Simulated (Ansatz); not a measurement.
Method: DFT PBE, scalar-relativistic, plane waves, PAW (Ansatz).

Cutoff 420 eV; k points 14×14×8 on the computed 3-atom cell (Γ-centred); Gaussian smearing, width 0.10 eV; no spin polarisation.

Structure with the computed forces (eV/Å) in the last three columns:

```xyz
3
Lattice="3.1645 -0.0064 -0.0140 -1.5878 2.7336 0.0118 -0.0219 0.0086 5.0145" Properties=species:S:1:pos:R:3:forces:R:3 pbc="T T T" pressure_GPa=-14.47
Ta    1.6370    0.8990    3.7398   -0.3490    0.1050    0.0270
Ta   -0.0821    1.8369    1.2725    0.3490   -0.1050   -0.0270
N     0.0000    0.0000    0.0000    0.0000    0.0000    0.0000
```

Stress tensor (GPa, compression positive):

```
-13.69  -0.17   2.60
 -0.17 -13.80  -1.00
  2.60  -1.00 -15.93
```

Spin–orbit coupling is left out, which can shift energies with elements as heavy as these. Spin polarisation was left out, and a magnetic state may lie lower.